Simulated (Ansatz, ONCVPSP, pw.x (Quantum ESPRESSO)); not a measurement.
**phosphorus (P) (sc): variants of one ONCV potential in the solid**

ONCVPSP 4.0.1.1 (patched build) input, shortened (lines: element, Z, core and valence counts, functional; n l f; lmax; l rc ep ncon nbas qcut; lloc lpopt rc5 dvloc0; l nproj debl; icmod fcfact rcfact), PBE, scalar-relativistic:

```
  P 15.00    3    2        4      upf
    1    0    2.00
    2    0    2.00
    2    1    6.00
    3    0    2.00
    3    1    3.00
    2
    0    1.45    0.00    4    7    4.80
    1    1.95    0.00    4    8    3.40
    2    1.70    0.11    4    7    5.30
    4    5    1.15    3.00
    0    2    1.40
    1    3    2.60
    2    2    3.10
    3    1.75    1.75
```

Crystal test: sc P in pw.x 7.5, no spin, 13³ k-points, Fermi–Dirac smearing 0.01 Ry, cutoffs set for each file from its atomic test. The reference is all-electron LAPW (Ansatz 0.2.0) with the same functional, mesh and smearing; V0 and B0 come from Birch–Murnaghan fits to the pressures at five volumes. Errors are pseudo minus all-electron; Δ is the rms difference of the E(V) curves that follow from these fits, minima aligned, over ±6 % about the mean V0. Mesh and smearing are coarse, so the numbers serve the comparison and aren't converged zero-temperature values; the lattice is a test structure that the element need not adopt.

All-electron: a0 = 2.447 Å (V0 = 14.66 Å³/atom), B0 = 113.3 GPa.

| change | cutoffs (Ry) | pw.x | a0 (Å) | a0 error (%) | B0 error (%) | Δ (meV/atom) | mean pressure error (GPa) |
| --- | --- | --- | --- | --- | --- | --- | --- |
| base | 50/200 | converged | 2.443 | -0.18 | +1.6 | 2.0 | -0.62 |
| p: rc 2.76 | 50/200 | converged | 2.443 | -0.19 | +1.5 | 2.1 | -0.66 |
| p: nproj 2 | 50/200 | converged | 2.443 | -0.19 | +1.6 | 2.0 | -0.64 |
| p: ncon 3, nbas 7 | 50/200 | converged | 2.444 | -0.13 | +1.2 | 1.5 | -0.46 |
| core correction Teter function, fcfact 1.75, rcfact 1.86 | 50/200 | converged | 2.441 | -0.26 | +2.5 | 2.8 | -0.88 |

Task: Give the row for: d: qcut 5.5.

Result: pw.x: converged; mean pressure error (GPa): -0.63; a0 (Å): 2.443; a0 error (%): -0.18; B0 error (%): +1.6; Δ (meV/atom): 2.0.
